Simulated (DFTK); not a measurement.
# MgS (Niningerite) under changes of volume

One of the cells (17.609 Å³/atom); the others are scaled copies at fixed shape and fractional positions:

```
S Mg
1.0
     0.00000    2.60165    2.60165
     2.60165    0.00000    2.60165
     2.60165    2.60165    0.00000
S Mg
1 1
Cartesian
  2.6016 2.6016 2.6016
  0.0000 0.0000 0.0000
```

```yaml
Program: DFTK 0.8.2
Functional: PBEsol
Potentials_or_basis: dojo.nc.sr.pbesol.v0_4_1.standard.upf (PBEsol)
Cutoff: 1143 eV
k_mesh: 9 × 9 × 9
Occupations: fermi-dirac, width 0.05 eV
Spin: no spin polarisation
```

```csv
volume (Å³/atom),energy over the lowest point (meV/atom),pressure (GPa),gap on the mesh (eV)
16.553,10.83,4.3,2.96
16.905,3.40,2.4,2.92
17.257,0.00,0.7,2.87
17.609,0.23,-0.9,2.83
17.962,?,?,?
18.314,10.20,-3.6,2.75
18.666,19.34,-4.7,2.71
```

Task: What does the run at 17.962 Å³/atom give?

Result: Energy over the lowest point 3.74 meV/atom; pressure -2.3 GPa; gap on the mesh 2.79 eV.

Worked out: A Birch-Murnaghan fit of order 3 (a polynomial in V^(-2/3)) to the other rows has its minimum at 17.41 Å³/atom with B0 = V·E''(V) = 78 GPa and B' = 4.1. It gives 3.74 meV/atom at 17.962 Å³/atom, against the run's 3.74, and -dE/dV = -2.3 GPa, against -2.3. A straight line through the other rows of the gap, of slope -2.09 eV per unit of ln V, gives 2.79 eV, against the run's 2.79.

Energies are extrapolated to zero smearing.

Caveats: an odd mesh through Γ misses points on the zone boundary, where band edges often lie.
